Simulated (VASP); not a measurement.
# C (P6_3/mmc) in VASP: further runs, part 2 of 2

VASP 6.6.1. Earlier steps stand in the parts before.

## 3. Relaxation of cell and atoms, PBE+D3(BJ)

This run uses another cell than the first one, of 8.81 Å³/atom, 0.857 times its volume.

The input, INCAR:

```
SYSTEM = C
PREC = Accurate
ENCUT = 700
EDIFF = 1E-7
ISMEAR = 0
SIGMA = 0.02
LREAL = .FALSE.
LASPH = .TRUE.
NELM = 80
ALGO = Normal
ISIF = 3
LWAVE = .FALSE.
LCHARG = .FALSE.
GGA = PE
IVDW = 12
IBRION = 2
NSW = 80
EDIFFG = -0.002
KPAR = 4
```

The input, KPOINTS:

```
Automatic mesh
0
G
  15 15 4
  0 0 0
```

The input, POSCAR:

```
C                                       
1.0
    2.4649986918     -0.0000000000     -0.0000000000
   -1.2324993459      2.1347514877      0.0000000000
    0.0000000000      0.0000000000      6.6998863517
  C             
     4
Direct
     0.0000000000000000    0.0000000000000000    0.2500000000000000
     0.0000000000000000    0.0000000000000000    0.7500000000000000
     0.3333333300000021    0.6666666699999979    0.2500000000000000
     0.6666666699999979    0.3333333300000021    0.7500000000000000
```

Potentials or basis: VASP PAW PBE potentials, release 64 (C).

Run with:

```console
cat potpaw_PBE.64/C/POTCAR > POTCAR
mpirun -np 4 vasp_std > vasp.out
```

OUTCAR:

```text
SYSTEM = C
   PREC = Accurate
   ENCUT = 700
   EDIFF = 1E-7
   ISMEAR = 0
   LREAL = .FALSE.
   LASPH = .TRUE.
   NELM = 80
   ISIF = 3
   GGA = PE
   IVDW = 12
   IBRION = 2
   NSW = 80
   EDIFFG = -0.002
 IVDW          = 12

 ion  position               nearest neighbor table
   1  0.000  0.000  0.250-   3 1.42   3 1.42   3 1.42
   2  0.000  0.000  0.750-   4 1.42   4 1.42   4 1.42
   3  0.333  0.667  0.250-   1 1.42   1 1.42   1 1.42
   4  0.667  0.333  0.750-   2 1.42   2 1.42   2 1.42

  LATTYP: Found a hexagonal cell.
 ALAT       =     2.4649986918
 C/A-ratio  =     2.7180080760

  Lattice vectors:

 A1 = (   2.4649986918,   0.0000000000,   0.0000000000)
 A2 = (  -1.2324993459,   2.1347514877,   0.0000000000)
 A3 = (   0.0000000000,   0.0000000000,   6.6998863517)

Analysis of symmetry for initial positions (statically):
=====================================================================
 Subroutine PRICEL returns:
 Original cell was already a primitive cell.

 Routine SETGRP: Setting up the symmetry group for a
 hexagonal supercell.

 Subroutine GETGRP returns: Found 24 space group operations
 (whereof 12 operations were pure point group operations)
 out of a pool of 24 trial point group operations.

[... 291 lines left out ...]
  free  energy   TOTEN  =       -37.4946466121 eV

  energy  without entropy=      -37.4944483948  energy(sigma->0) =      -37.49454750

[... ionic steps 4 to 8 ...]

--------------------------------------- Ionic step        9  -------------------------------------------

 number of electron      15.9999999 magnetization

------------------------ aborting loop because EDIFF is reached ----------------------------------------
[... 79 lines left out ...]
--------------------------------------- Ionic step       11  -------------------------------------------

 number of electron      15.9999999 magnetization

 Free energy of the ion-electron system (eV)
  ---------------------------------------------------
  ext. energy  EPLUGINS =         0.00000000
  ---------------------------------------------------
  free energy    TOTEN  =       -36.86388604 eV

  energy without entropy =      -36.86369197  energy(sigma->0) =      -36.86378901

 E-fermi :   4.7338     XC(G=0): -10.3739

 val. band max:        4.7321183258   @ k =   0.3333   0.3333   0.5000
 cond. band min:       4.7343947979   @ k =   0.3333   0.3333   0.2500
 fundamental gap:      0.0022764721
 Fermi energy:         4.7338401100

 k-point     1 :       0.0000    0.0000    0.0000
  band No.  band energies     occupation
      1     -14.9194      2.00000
      2     -14.6022      2.00000
      3      -3.8050      2.00000
      4      -1.7646      2.00000
      5       1.7217      2.00000
      6       1.7217      2.00000
      7       1.7418      2.00000
      8       1.7418      2.00000
      9       9.0919      0.00000
     10      13.0633      0.00000
     11      13.0634      0.00000
     12      13.1188      0.00000
[... 331 lines left out ...]
 k-point    24 :       0.4000    0.2000    0.0000
  band No.  band energies     occupation
      1      -8.9692      2.00000
      2      -8.8572      2.00000
      3      -7.9475      2.00000
      4      -7.8763      2.00000
      5      -4.1322      2.00000
      6      -4.0224      2.00000
      7       2.8147      2.00000
      8       3.5053      2.00000
      9       6.1081      0.00000
     10       6.2366      0.00000
     11      15.2487      0.00000
     12      15.9344      0.00000

 [... further k-points ...]

------------------------ aborting loop because EDIFF is reached ----------------------------------------

 Edisp (eV)   -0.63085

 E8    (eV) :    -0.1789
[... 27 lines left out ...]
  FREE ENERGIE OF THE ION-ELECTRON SYSTEM (eV)
  ---------------------------------------------------
  free  energy   TOTEN  =       -37.4947407491 eV

  energy  without entropy=      -37.4945466734  energy(sigma->0) =      -37.49464371

 reached required accuracy - stopping structural energy minimisation
```

CONTCAR:

```text
C
   1.00000000000000
     2.4648431684399608   -0.0000000000000000    0.0000000000000000
    -1.2324215842199804    2.1346168005192663   -0.0000000000000000
    -0.0000000000000000   -0.0000000000000000    6.6609779446893809
  C
     4
Direct
     0.0000000000000000    0.0000000000000000    0.2500000000000000
     0.0000000000000000    0.0000000000000000    0.7500000000000000
     0.3333333300000021    0.6666666699999979    0.2500000000000000
     0.6666666699999979    0.3333333300000021    0.7500000000000000

  0.00000000E+00  0.00000000E+00  0.00000000E+00
  0.00000000E+00  0.00000000E+00  0.00000000E+00
  0.00000000E+00  0.00000000E+00  0.00000000E+00
  0.00000000E+00  0.00000000E+00  0.00000000E+00
```

It took 50 s on 4 MPI ranks of AMD EPYC 9R14 (Zen 4), shared host; peak memory 0.19 GiB.

Results:

| Property | Result |
| --- | --- |
| Free energy | -37.4947 eV |
| Relaxed volume | 8.76 Å³/atom |
| Relaxed cell | a = 2.465 Å, b = 2.465 Å, c = 6.661 Å, α = 90.00°, β = 90.00°, γ = 120.00° |
| Space group after relaxing (to 0.05 Å) | P6_3/mmc (No. 194) |
| Energy gained by relaxing | 0.0 meV/atom |
| Ionic steps | 11 |
| Pressure after relaxing | 0.0 GPa |
| Band gap on the k mesh | none (metal or under the smearing width) |
| Dispersion energy per atom | -0.158 eV |

The path:
| step | energy change (eV) | largest force (eV/Å) | pressure (GPa) | volume (Å³) |
| --- | --- | --- | --- | --- |
| 1 | 0.0000 | 0.0000 | -0.10 | 35.26 |
| 2 | 0.0000 | 0.0000 | 0.03 | 35.23 |
| 3 | 0.0000 | 0.0000 | 0.11 | 35.21 |
| 4 | 0.0000 | 0.0000 | 0.10 | 35.20 |
| 5 | -0.0001 | 0.0000 | 0.06 | 35.19 |
| 6 | -0.0001 | 0.0000 | -0.03 | 35.16 |
| 7 | -0.0001 | 0.0000 | -0.20 | 35.10 |
| 8 | -0.0001 | 0.0000 | -0.17 | 35.12 |
| 9 | -0.0001 | 0.0000 | -0.09 | 35.09 |
| 10 | -0.0001 | 0.0000 | -0.06 | 35.08 |
| 11 | -0.0001 | 0.0000 | 0.01 | 35.05 |

Final structure:
```yaml
crystal:
  lattice:
    - [2.46484, 0.00000, 0.00000]
    - [-1.23242, 2.13462, 0.00000]
    - [0.00000, 0.00000, 6.66098]
  atoms:
    - { symbol: C, position: [0.00000, 0.00000, 0.25000] }
    - { symbol: C, position: [0.00000, 0.00000, 0.75000] }
    - { symbol: C, position: [0.33333, 0.66667, 0.25000] }
    - { symbol: C, position: [0.66667, 0.33333, 0.75000] }
```

## 4. Vibrations by finite differences, PBE+D3(BJ)

This run uses another cell than the first one, of 8.76 Å³/atom, 0.852 times its volume.

The input, INCAR:

```
SYSTEM = C
PREC = Accurate
ENCUT = 700
EDIFF = 1E-8
ISMEAR = 0
SIGMA = 0.02
LREAL = .False.
LASPH = .True.
NELM = 80
ALGO = Normal
ISIF = 2
LWAVE = .False.
LCHARG = .False.
GGA = PE
IVDW = 12
IBRION = 6
NFREE = 2
POTIM = 0.015
NSW = 1
KPAR = 4
```

The input, KPOINTS:

```
regular mesh
0
Gamma
  15 15 4
  0 0 0
```

POSCAR, as its differences from that of step 3:

```diff
@@ -2,5 +2,5 @@
 1.0
-    2.4649986918     -0.0000000000     -0.0000000000
-   -1.2324993459      2.1347514877      0.0000000000
-    0.0000000000      0.0000000000      6.6998863517
+    2.4648431684     -0.0000000000      0.0000000000
+   -1.2324215842      2.1346168005     -0.0000000000
+   -0.0000000000     -0.0000000000      6.6609779447
   C
```

Run with:

```console
cat potpaw_PBE.64/C/POTCAR > POTCAR
mpirun -np 4 vasp_std > vasp.out
```

It took 2.4 min on 4 MPI ranks of AMD EPYC 9R14 (Zen 4), shared host; peak memory 0.4 GiB.

Results (log left out):

```
Highest phonon frequency at Γ : 1542 cm⁻¹
Most unstable mode            : 31i cm⁻¹
Dispersion energy per atom    : -0.158 eV
```

Phonon frequencies in cm⁻¹ (negative: imaginary):
```csv
q point,frequencies
"(0.000, 0.000, 0.000)",-31 -31 0 0 0 110 859 870 1539 1539 1542 1542
```

Caveat: some modes are imaginary.
